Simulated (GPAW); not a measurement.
Runs of GPAW 26.7.0 on SrCl2. It takes space group Fm-3m (No. 225, cubic). Conventional cell: a = 6.977 Å, b = 6.977 Å, c = 6.977 Å, α = 90.00°, β = 90.00°, γ = 90.00°. Around Sr (site symmetry m-3m) lie 8 Cl at 3.02 Å. Around Cl (site symmetry -43m) lie 4 Sr at 3.02 Å. 

| task | level | potentials or basis | cell | k mesh | band path | band points | gap on the mesh (eV) | pressure (GPa) |
| --- | --- | --- | --- | --- | --- | --- | --- | --- |
| single point | PBEsol | PAW data sets generated in the run's folder for this functional, pw | as given | 7 × 7 × 7 | - | - | 5.18 | -1.0 |
| band structure | r2SCAN | GPAW PAW data sets (gpaw-data 1.2.1), pw | as given | 7 × 7 × 7 | GXWKGLUWLK,UX | 100 | (a) | 0.3 |
| band structure | LDA | the program's PAW data sets (release 1.2.1) made for this functional, pw | as given | 7 × 7 × 7 | GXWKGLUWLK,UX | 100 | 4.92 | -2.8 |
| single point | TB-mBJ | GPAW PAW data sets for LDA (gpaw-data 1.2.1), pw | as given | 8 × 8 × 8 | - | - | (b) | - |
| single point | PBEsol | PAW data sets generated in the run's folder for this functional, pw | atoms moved at random, drawn with an rms of 0.05 Å | 7 × 7 × 7 | - | - | 5.17 | -0.9 |
| band structure | PBEsol | PAW data sets generated in the run's folder for this functional, pw | as given | 7 × 7 × 7 | GXWKGLUWLK,UX | 100 | 5.18 | -1.0 |

Alike in all rows: no spin polarisation; cutoff (eV) 600; smearing fermi-dirac 0.05 eV.

Estimate the missing entries.

(a) 6.01; (b) 7.40.

Caveats: an odd mesh through Γ misses points on the zone boundary, where band edges often lie (some runs); the PAW data sets were made with another functional, which shifts forces and pressure a little (some runs); a model potential gives levels but no total energy (some runs).

A k mesh can miss the band edges, and the runs leave out spin-orbit coupling on Sr.

Runs at the PBE level aren't shown here.
